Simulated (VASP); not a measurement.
KI: single point with PBE

**What was measured.**

From a printed reference work, monograph, for a bulk crystal of KI: band gap 6.32 eV.

Crystal: KI.

```
CELL_PARAMETERS angstrom
0.00000 3.58733 3.58733
3.58733 0.00000 3.58733
3.58733 3.58733 0.00000
ATOMIC_POSITIONS crystal
K 0.00000 0.00000 0.00000
I 0.50000 0.50000 0.50000
```

```yaml
Program: VASP 6.6.1
Task: single point
Functional: PBE
Potentials_or_basis: VASP PAW PBE potentials, release 64 (K_sv, I)
Cutoff: 520 eV
k_mesh: 6 × 6 × 6
Occupations: gaussian, width 0.05 eV
Spin: no spin polarisation
```

| Property | Result |
| --- | --- |
| Pressure | 0.1 GPa |
| Band gap on the k mesh | 3.86 eV, direct |

Levels at points of the mesh, in eV from the valence-band top:
```
           k point  band 4  band 5  band 6  band 7  band 8  band 9  band 10  band 11  band 12  band 13
(0.00, 0.00, 0.00)  -12.07  -10.44    0.00    0.00    0.00    3.86     6.51     6.51     6.51     7.20
(0.50, 0.00, 0.00)  -12.07  -10.21   -1.22   -0.30   -0.30    5.47     7.57     8.05     8.05     8.62
(0.50, 0.50, 0.00)  -12.08  -10.31   -0.93   -0.34   -0.34    5.00     5.66     8.04     8.57     8.58
```

Wall time 29 s on 1 thread of AMD EPYC 7R13 Processor (Zen 3), with other jobs on the host, peak memory 0.21 GiB.

Against the measured gap of KI, 6.32 eV (a printed reference work, monograph), the calculated 3.86 eV is off by -2.46 eV. Spin-orbit coupling on I is left out. The value is that of PBE, without temperature or zero-point motion. Semilocal functionals fall short of measured gaps as a rule.

Caveat: spin-orbit coupling is left out, which moves the levels of the heavy elements.
